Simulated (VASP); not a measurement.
# CdTe (F-43m) in VASP: band structure with HSE06

Aim: the band structure of CdTe with HSE06.

All numbers are computed with VASP 6.6.1; they aren't measurements. Logs are shortened: lines on timing, memory, paths and dates and some standing lists are left out, and cuts for length are marked.

**Experimental background.**

From a printed reference work, data compilation, for a bulk crystal of CdTe at 0 K: band gap 1.607 eV.

The runs below are set against these values where they give the same quantity.

## Step 1: Starting point

The structure is cubic, space group F-43m (No. 216). The conventional cell has a = 6.625 Å, b = 6.625 Å, c = 6.625 Å, α = 90.00°, β = 90.00°, γ = 90.00°. Around Cd (site symmetry -43m) lie 4 Te at 2.87 Å. Te (site symmetry -43m) has 4 Cd at 2.87 Å as nearest neighbours.

## Step 2: Band structure, HSE06

The input, POSCAR:

```
CdTe                                    
1.0
    0.0000000000      3.3124596851      3.3124596851
    3.3124596851      0.0000000000      3.3124596851
    3.3124596851      3.3124596851      0.0000000000
  Cd              Te            
     1     1
Direct
     0.0000000000000000    0.0000000000000000    0.0000000000000000
     0.2500000000000000    0.2500000000000000    0.2500000000000000
```

The input, INCAR.step1:

```
PREC     = Accurate       # precision mode
ENCUT    = 520            # plane-wave cutoff, eV
EDIFF    = 1E-5           # SCF threshold, eV
ISMEAR   = 0              # smearing method
SIGMA    = 0.02           # smearing width, eV
LREAL    = F              # projectors in reciprocal space
LASPH    = T              # aspherical terms in the spheres
NELM     = 60             # most SCF steps
ALGO     = Normal         # electronic algorithm
ISIF     = 2              # what is computed and relaxed
LWAVE    = T              # write WAVECAR
LCHARG   = F              # write CHGCAR
KPAR     = 4            
GGA      = PE             # functional
```

The input, INCAR.step2:

```
PREC     = Accurate       # precision mode
ENCUT    = 520            # plane-wave cutoff, eV
EDIFF    = 1E-7           # SCF threshold, eV
ISMEAR   = 0              # smearing method
SIGMA    = 0.02           # smearing width, eV
LREAL    = F              # projectors in reciprocal space
LASPH    = T              # aspherical terms in the spheres
NELM     = 60             # most SCF steps
ALGO     = Normal         # electronic algorithm
ISIF     = 2              # what is computed and relaxed
LWAVE    = F              # write WAVECAR
LCHARG   = F              # write CHGCAR
GGA      = PE             # functional
LHFCALC  = T              # exact exchange
HFSCREEN = 0.2            # screening, 1/A
PRECFOCK = Fast         
KPAR     = 4            
ISTART   = 1
```

The input, KPOINTS:

```
Automatic mesh
0
Gamma
  6 6 6
```

The input, KPOINTS_OPT:

```
path GXWKGLUWLK,UX
10
line-mode
reciprocal
 0.0000000000  0.0000000000  0.0000000000  G
 0.5000000000  0.0000000000  0.5000000000  X

 0.5000000000  0.0000000000  0.5000000000  X
 0.5000000000  0.2500000000  0.7500000000  W

 0.5000000000  0.2500000000  0.7500000000  W
 0.3750000000  0.3750000000  0.7500000000  K

 0.3750000000  0.3750000000  0.7500000000  K
 0.0000000000  0.0000000000  0.0000000000  G

 0.0000000000  0.0000000000  0.0000000000  G
 0.5000000000  0.5000000000  0.5000000000  L

 0.5000000000  0.5000000000  0.5000000000  L
 0.6250000000  0.2500000000  0.6250000000  U

 0.6250000000  0.2500000000  0.6250000000  U
 0.5000000000  0.2500000000  0.7500000000  W

 0.5000000000  0.2500000000  0.7500000000  W
 0.5000000000  0.5000000000  0.5000000000  L

 0.5000000000  0.5000000000  0.5000000000  L
 0.3750000000  0.3750000000  0.7500000000  K

 0.6250000000  0.2500000000  0.6250000000  U
 0.5000000000  0.0000000000  0.5000000000  X
```

Potentials or basis: VASP PAW PBE potentials, release 64 (Cd, Te).

On the command line:

```console
cat potpaw_PBE.64/Cd/POTCAR potpaw_PBE.64/Te/POTCAR > POTCAR
cp INCAR.step1 INCAR
mpirun -np 4 vasp_std > vasp.out
cp INCAR.step2 INCAR
mpirun -np 4 vasp_std > vasp.out
```

OUTCAR:

```text
PREC = Accurate
   ENCUT = 520
   EDIFF = 1E-7
   ISMEAR = 0
   LREAL = F
   LASPH = T
   NELM = 60
   ISIF = 2
   GGA = PE
   LHFCALC = T
   HFSCREEN = 0.2
   PRECFOCK = Fast
   ISTART = 1

 ion  position               nearest neighbor table
   1  0.000  0.000  0.000-   2 2.87   2 2.87   2 2.87   2 2.87
   2  0.250  0.250  0.250-   1 2.87   1 2.87   1 2.87   1 2.87

  LATTYP: Found a face centered cubic cell.
 ALAT       =     6.6249193702

  Lattice vectors:

 A1 = (   0.0000000000,   3.3124596851,   3.3124596851)
 A2 = (   3.3124596851,   0.0000000000,   3.3124596851)
 A3 = (   3.3124596851,   3.3124596851,   0.0000000000)

Analysis of symmetry for initial positions (statically):
=====================================================================
 Subroutine PRICEL returns:
 Original cell was already a primitive cell.

 Routine SETGRP: Setting up the symmetry group for a
 face centered cubic supercell.

 Subroutine GETGRP returns: Found 24 space group operations
 (whereof 24 operations were pure point group operations)
 out of a pool of 48 trial point group operations.

The static configuration has the point symmetry T_d .

Analysis of symmetry for dynamics (positions and initial velocities):
=====================================================================
 Subroutine PRICEL returns:
 Original cell was already a primitive cell.

 Routine SETGRP: Setting up the symmetry group for a
 face centered cubic supercell.

 Subroutine GETGRP returns: Found 24 space group operations
 (whereof 24 operations were pure point group operations)
 out of a pool of 48 trial point group operations.

The dynamic configuration has the point symmetry T_d .

 Subroutine INISYM returns: Found 24 space group operations
 (whereof 24 operations are pure point group operations),
 and found     1 'primitive' translations

----------------------------------------------------------------------------------------

                                     Primitive cell

  volume of cell :      72.6912

  direct lattice vectors                    reciprocal lattice vectors
     0.000000000  3.312459685  3.312459685    -0.150945233  0.150945233  0.150945233
     3.312459685  0.000000000  3.312459685     0.150945233 -0.150945233  0.150945233
     3.312459685  3.312459685  0.000000000     0.150945233  0.150945233 -0.150945233

[... 90 lines left out ...]
   EFERMI_NEDOS =   21; number of points for ismear=-14 and -15
   IALGO  =     38    algorithm
   IMIX   =      1    mixing-type and parameters
     AMIX     =   0.40;   BMIX     =  1.00
     AMIX_MAG =   1.60;   BMIX_MAG =  1.00
  volume/ion in A,a.u.               =      36.35       245.27
  Fermi-wavevector in a.u.,A,eV,Ry     =   1.028028  1.942692 14.379211  1.056842
  Thomas-Fermi vector in A             =   2.162004
   LORBIT       =      0    0 simple, 1 ext, 2 COOP (PROOUT), +10 PAW based schemes
   GGA     = PE    functional components
   LHFCALC =     T    Hartree Fock is set to
   PRECFOCK=fast      Normal, Fast or Accurate (Low or Medium for compatibility)
   ENCUT4O =  -1.0   cutoff for four orbital integrals eV
   NKREDX  =     1    reduce k-point grid by
   NKREDY  =     1    reduce k-point grid by
   NKREDZ  =     1    reduce k-point grid by
   AEXX    =    0.2500 exact exchange contribution
   HFSCREEN=    0.2000 screening length (either q_TF or 0.3 A-1)
   HFSCREENC=   0.2000 screening length for correlation (either q_TF or 0.3 A-1)
   ENCUTFOCK=  -1.0 apply spherical cutoff to Coloumb kernel
   IVDW    =     0    specifies the selected vdW correction
   LEPSILON=     F    determine dielectric tensor
   LRPA    =     F    only Hartree local field effects (RPA)
 non-spin polarized calculation
 Gauss-broadening in eV      SIGMA  =   0.02
  energy-cutoff  :      520.00
  volume of cell :       72.69
 maximum number of plane-waves:      1980
  NGX = 20; NGY = 20; NGZ = 20

 number of electron      18.0000006 magnetization

 Free energy of the ion-electron system (eV)
  ---------------------------------------------------
  ext. energy  EPLUGINS =         0.00000000
  ---------------------------------------------------
  free energy    TOTEN  =        -6.04957739 eV

  energy without entropy =       -6.04957739  energy(sigma->0) =       -6.04957739

 E-fermi :   1.3603     XC(G=0):  -6.9282

 val. band max:        1.2620038185   @ k =   0.0000   0.0000   0.0000
 cond. band min:       2.6077215956   @ k =   0.0000   0.0000   0.0000
 fundamental gap:      1.3457177772
 Fermi energy:         1.3603009815

 k-point     1 :       0.0000    0.0000    0.0000
  band No.  band energies     occupation
      1     -10.5113      2.00000
      2      -8.1492      2.00000
      3      -8.1492      2.00000
      4      -8.1492      2.00000
      5      -7.9312      2.00000
      6      -7.9312      2.00000
      7       1.2620      2.00000
      8       1.2620      2.00000
      9       1.2620      2.00000
     10       2.6077      0.00000
     11       6.7814      0.00000
     12       6.7814      0.00000
     13       6.7814      0.00000
[... 226 lines left out ...]
  band No.  band energies     occupation
      1     -10.0949      2.00000
      2      -8.0452      2.00000
      3      -8.0380      2.00000
      4      -7.9683      2.00000
      5      -7.9206      2.00000
      6      -7.3328      2.00000
      7      -2.9034      2.00000
      8      -0.8677      2.00000
      9      -0.7318      2.00000
     10       5.7644      0.00000
     11       5.8432      0.00000
     12       8.7777      0.00000
     13       9.0877      0.00000

------------------------ aborting loop because EDIFF is reached ----------------------------------------

  FORCE on cell =-STRESS in cart. coord.  units (eV):
  Direction    XX          YY          ZZ          XY          YZ          ZX
  --------------------------------------------------------------------------------------
  -------------------------------------------------------------------------------------
  Total       -0.4767687     -0.4767687     -0.4767687      0.0000000     -0.0000000     -0.0000000
  in kB      -10.5083975    -10.5083975    -10.5083975      0.0000000     -0.0000000     -0.0000000
  external PRESSURE =     -10.5083975 kB  Pullay stress =       0.0000000 kB

 VOLUME and BASIS-vectors are now :
 -----------------------------------------------------------------------------
  energy-cutoff  :      520.00
  volume of cell :       72.69
      direct lattice vectors                 reciprocal lattice vectors
     0.000000000  3.312459685  3.312459685    -0.150945233  0.150945233  0.150945233
     3.312459685  0.000000000  3.312459685     0.150945233 -0.150945233  0.150945233
     3.312459685  3.312459685  0.000000000     0.150945233  0.150945233 -0.150945233

 POSITION                                       TOTAL-FORCE (eV/Angst)
 -----------------------------------------------------------------------------------
      0.00000      0.00000      0.00000        -0.000000     -0.000000     -0.000000
      1.65623      1.65623      1.65623         0.000000      0.000000      0.000000
 -----------------------------------------------------------------------------------
    total drift:                               -0.000003     -0.000003     -0.000002

  FREE ENERGIE OF THE ION-ELECTRON SYSTEM (eV)
  ---------------------------------------------------
  free  energy   TOTEN  =        -6.0495773854 eV

  energy  without entropy=       -6.0495773854  energy(sigma->0) =       -6.04957739
```

OUTCAR.step1:

```text
PREC = Accurate
   ENCUT = 520
   EDIFF = 1E-5
   ISMEAR = 0
   LREAL = F
   LASPH = T
[... 466 lines left out ...]
 -----------------------------------------------------------------------------------
      0.00000      0.00000      0.00000        -0.000000     -0.000000     -0.000000
      1.65623      1.65623      1.65623         0.000000      0.000000      0.000000
 -----------------------------------------------------------------------------------
    total drift:                               -0.000000     -0.000000     -0.000001

  FREE ENERGIE OF THE ION-ELECTRON SYSTEM (eV)
  ---------------------------------------------------
  free  energy   TOTEN  =        -4.8071377415 eV

  energy  without entropy=       -4.8071377415  energy(sigma->0) =       -4.80713774
```

OSZICAR.step1:

```text
N       E                     dE             d eps       ncg     rms          rms(c)
DAV:   1     0.986980170645E+02    0.98698E+02   -0.82170E+03   424   0.117E+03
DAV:   2    -0.100795763372E+01   -0.99706E+02   -0.95959E+02   471   0.271E+02
DAV:   3    -0.500275015354E+01   -0.39948E+01   -0.39816E+01   496   0.565E+01
DAV:   4    -0.504366709797E+01   -0.40917E-01   -0.40914E-01   591   0.503E+00
DAV:   5    -0.504393170567E+01   -0.26461E-03   -0.26461E-03   496   0.318E-01    0.490E+00
DAV:   6    -0.482076599730E+01    0.22317E+00   -0.46866E-01   466   0.858E+00    0.410E+00
DAV:   7    -0.480579030477E+01    0.14976E-01   -0.11445E-01   461   0.245E+00    0.165E+00
DAV:   8    -0.480666022273E+01   -0.86992E-03   -0.97150E-03   446   0.135E+00    0.476E-01
DAV:   9    -0.480702327563E+01   -0.36305E-03   -0.10089E-03   471   0.359E-01    0.100E-01
DAV:  10    -0.480709247046E+01   -0.69195E-04   -0.12714E-04   451   0.119E-01    0.521E-02
DAV:  11    -0.480713904554E+01   -0.46575E-04   -0.88920E-05   431   0.633E-02    0.343E-02
DAV:  12    -0.480713774146E+01    0.13041E-05   -0.35229E-06   338   0.166E-02
   1 F= -.48071377E+01 E0= -.48071377E+01  d E =-.182118E-11
```

Run time: 50 min. Hardware: 4 MPI ranks of Intel Xeon Platinum 8259CL at 2.50GHz (Skylake/Cascade Lake), shared host; peak memory 0.45 GiB.

Results:

```
Free energy             : -6.0496 eV
Pressure                : -1.1 GPa
Band gap on the k mesh  : 1.35 eV, direct
Band gap along the path : 1.35 eV, direct
```

Levels at the corners of the path, in eV from the valence-band top:
| point | band 6 | band 7 | band 8 | band 9 | band 10 | band 11 | band 12 | band 13 |
| --- | --- | --- | --- | --- | --- | --- | --- | --- |
| Γ | -9.19 | 0.00 | 0.00 | 0.00 | 1.35 | 5.52 | 5.52 | 5.52 |
| X | -8.64 | -4.28 | -1.78 | -1.78 | 3.42 | 3.48 | 9.61 | 10.03 |
| X | -8.64 | -4.28 | -1.78 | -1.78 | 3.42 | 3.48 | 9.60 | 10.03 |
| W | -8.58 | -4.12 | -2.25 | -2.06 | 5.03 | 5.46 | 6.39 | 7.16 |
| W | -8.58 | -4.12 | -2.25 | -2.06 | 5.03 | 5.46 | 6.39 | 7.16 |
| K | -8.61 | -4.15 | -2.44 | -1.47 | 3.70 | 5.31 | 8.18 | 8.38 |
| K | -8.61 | -4.15 | -2.44 | -1.47 | 3.70 | 5.31 | 8.18 | 8.38 |
| Γ | -9.19 | 0.00 | 0.00 | 0.00 | 1.35 | 5.52 | 5.52 | 5.52 |
| Γ | -9.19 | 0.00 | 0.00 | 0.00 | 1.35 | 5.52 | 5.52 | 5.52 |
| L | -8.80 | -4.36 | -0.73 | -0.73 | 2.55 | 6.08 | 6.08 | 7.91 |
| L | -8.80 | -4.36 | -0.73 | -0.73 | 2.55 | 6.08 | 6.08 | 7.91 |
| U | -8.61 | -4.15 | -2.44 | -1.47 | 3.70 | 5.31 | 8.19 | 8.41 |
| U | -8.61 | -4.15 | -2.44 | -1.47 | 3.70 | 5.31 | 8.18 | 8.38 |
| W | -8.58 | -4.12 | -2.25 | -2.06 | 5.03 | 5.46 | 6.39 | 7.16 |
| W | -8.58 | -4.12 | -2.25 | -2.06 | 5.03 | 5.46 | 6.39 | 7.16 |
| L | -8.80 | -4.36 | -0.73 | -0.73 | 2.55 | 6.08 | 6.08 | 7.91 |
| L | -8.80 | -4.36 | -0.73 | -0.73 | 2.55 | 6.08 | 6.08 | 7.91 |
| K | -8.61 | -4.15 | -2.44 | -1.47 | 3.70 | 5.31 | 8.18 | 8.44 |
| U | -8.61 | -4.15 | -2.44 | -1.47 | 3.70 | 5.31 | 8.19 | 8.40 |
| X | -8.64 | -4.28 | -1.78 | -1.78 | 3.42 | 3.48 | 9.61 | 10.03 |

Caveat: the PAW data sets were made with another functional, which shifts forces and pressure a little; spin-orbit coupling is left out, which moves the levels of the heavy elements.

## Step 3: Comparison with measurements

Step 2. Against the measured gap of CdTe, 1.607 eV (0 K; a printed reference work, data compilation), the calculated 1.35 eV is off by -0.26 eV. Spin-orbit coupling on Cd, Te is left out. The value is that of HSE06, without temperature or zero-point motion.
